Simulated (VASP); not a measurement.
Here is a VASP 6.6.1 calculation.

File INCAR:

```
PREC = Accurate
ENCUT = 520
EDIFF = 1E-7
ISMEAR = -1
SIGMA = 0.05
LREAL = F
LASPH = T
NELM = 60
ALGO = Fast
ISIF = 2
LWAVE = F
LCHARG = F
GGA = CA
```

KPOINTS

```
Automatic mesh
0
Gamma
  7 7 4
```

File POSCAR:

```
CdS
1.0
    4.1500000000      0.0000000000      0.0000000000
   -2.0750000000      3.5940054257      0.0000000000
    0.0000000000      0.0000000000      6.7370000000
Cd S
2 2
Direct
    0.6666666667      0.3333333333      0.5000000000
    0.3333333333      0.6666666667      0.0000000000
    0.6666666667      0.3333333333      0.8750000000
    0.3333333333      0.6666666667      0.3750000000
```

KPOINTS_OPT

```
path GMKGALHA,LM,KH
15
line-mode
reciprocal
 0.0000000000  0.0000000000  0.0000000000  G
 0.5000000000  0.0000000000  0.0000000000  M

 0.5000000000  0.0000000000  0.0000000000  M
 0.3333333333  0.3333333333  0.0000000000  K

 0.3333333333  0.3333333333  0.0000000000  K
 0.0000000000  0.0000000000  0.0000000000  G

 0.0000000000  0.0000000000  0.0000000000  G
 0.0000000000  0.0000000000  0.5000000000  A

 0.0000000000  0.0000000000  0.5000000000  A
 0.5000000000  0.0000000000  0.5000000000  L

 0.5000000000  0.0000000000  0.5000000000  L
 0.3333333333  0.3333333333  0.5000000000  H

 0.3333333333  0.3333333333  0.5000000000  H
 0.0000000000  0.0000000000  0.5000000000  A

 0.5000000000  0.0000000000  0.5000000000  L
 0.5000000000  0.0000000000  0.0000000000  M

 0.3333333333  0.3333333333  0.0000000000  K
 0.3333333333  0.3333333333  0.5000000000  H
```

Potentials or basis: VASP PAW LDA potentials, release 64 (Cd, S).

Launch:

```console
$ cat potpaw_LDA.64/Cd/POTCAR potpaw_LDA.64/S/POTCAR > POTCAR
$ mpirun -np 1 vasp_std > vasp.out
```

Estimate the largest force.

0.063 eV/Å.

Predict the pressure.

-2.7 GPa.

Estimate the band gap along the path.

0.94 eV, direct.

Stress tensor (GPa, compression positive):
```
-2.87  0.00  0.00
 0.00 -2.87  0.00
 0.00  0.00 -2.27
```

**Experimental background.**

“Isotope dependence of band-gap energy”, 2008, arxiv:0807.2152 quotes, for a bulk crystal of CdS: band gap 2.5809 ± 0.0002 eV.

A measured gap of CdS is 2.5809 eV (quoted in “Isotope dependence of band-gap energy”, 2008, arxiv:0807.2152); the calculated 0.94 eV misses it by -1.64 eV. So large a miss can be the level of theory's own, or it may mean another phase, state or a wrong row. Spin-orbit coupling on Cd is left out. The value is that of LDA, without temperature or zero-point motion. Semilocal functionals fall short of measured gaps as a rule.
